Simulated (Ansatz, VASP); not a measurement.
**Two plane-wave programs on W**

```
W
1.0
     0.00000   -3.16859    0.00000
    -3.16862    0.00000    0.00000
     0.00000    0.00000   -3.16856
W
2
Direct
  0.50000 0.50000 0.50000
  0.00000 0.00000 0.00000
```

Change from the starting cell: all atoms moved at random, sigma 0.1 Å a component; relaxed back.

Alike in both runs: functional r2SCAN; k mesh 10 × 10 × 10; occupations gaussian, width 0.15 eV; no spin polarisation.

Ansatz relaxed the structure, and its values are those at the end. VASP's run is a single point on that final structure, the one shown.

|  | VASP | Ansatz |
| --- | --- | --- |
| version | VASP 6.6.1 | Ansatz 0.2.0 |
| potentials or method | VASP PAW PBE potentials, release 64 (W_sv) | scalar-relativistic, plane waves, PAW |
| plane-wave cutoff (eV) | 520 | 500 |
| valence electrons in the cell | 28 | 28 |

```csv
,VASP,Ansatz,Ansatz less VASP
gap on the k mesh at the Fermi level (eV),none,none,-
pressure (GPa),1.2,0.0,-1.23
```

A gap of «none» marks a metal or a gap that the smearing closes.

Caveats: the PAW data sets were made with another functional, which shifts forces and pressure a little (VASP). Spin-orbit coupling is left out, which matters for the levels of W.
